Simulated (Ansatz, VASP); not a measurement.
**Two plane-wave programs on Ti**

The input INCAR:

```
SYSTEM = Ti
PREC     = Accurate       ! precision mode
ENCUT    = 520            ! plane-wave cutoff, eV
EDIFF    = 1E-7           ! SCF threshold, eV
ISMEAR   = 0              ! smearing method
SIGMA    = 0.15           ! smearing width, eV
LREAL    = .FALSE.        ! projectors in reciprocal space
LASPH    = .TRUE.         ! aspherical terms in the spheres
NELM     = 60             ! most SCF steps
ALGO     = Fast           ! electronic algorithm
ISIF     = 2              ! what is computed and relaxed
LWAVE    = .FALSE.        ! write WAVECAR
LCHARG   = .FALSE.        ! write CHGCAR
GGA      = PS             ! functional
NBANDS   = 19             ! bands
```

The input KPOINTS:

```
Automatic mesh
0
G
  18 18 18
  0 0 0
```

The input POSCAR:

```
Ti
1.0
    0.0000000000     -3.2102321259      0.0000000000
   -3.2102321259      0.0000000000      0.0000000000
    0.0000000000      0.0000000000     -3.2102321259
Ti
2
Direct
    0.5000000000      0.5000000000      0.5000000000
    0.0000000000      0.0000000000      0.0000000000
```

Input for Ansatz:

```yaml
crystal:
  lattice:
    - [0.0, -3.2102321259, 0.0]
    - [-3.2102321259, 0.0, 0.0]
    - [0.0, 0.0, -3.2102321259]
  atoms:
    - { symbol: Ti, position: [0.5, 0.5, 0.5] }
    - { symbol: Ti, position: [0.0, 0.0, 0.0] }
basis:
  ecutwfc: 420
kpoints:
  mp_grid: { grid: [18, 18, 18] }
hamiltonian:
  xc: pbesol
scf:
  occupations: { method: gaussian, width: 0.15 }
output:
  forces: true
  stress: true
  eigenvalues: true
```

Alike in both runs: task single point; functional PBEsol; k mesh 18 × 18 × 18; occupations gaussian, width 0.15 eV; no spin polarisation.

|  | VASP | Ansatz |
| --- | --- | --- |
| version | VASP 6.6.1 | Ansatz 0.2.0 |
| potentials or method | VASP PAW PBE potentials, release 64 (Ti_sv) | scalar-relativistic, plane waves, PAW |
| plane-wave cutoff (eV) | 520 | 420 |
| valence electrons in the cell | 24 | 24 |

Ansatz gave:

| Property | Result |
| --- | --- |
| gap on the k mesh at the Fermi level (eV) | none |
| pressure (GPa) | 0.0 |

Q: Which values does VASP return?

A: gap on the k mesh at the Fermi level (eV): none; pressure (GPa): -0.4.

A gap of «none» marks a metal or a gap that the smearing closes.

Caveats: the PAW data sets were made with another functional, which shifts forces and pressure a little (VASP).
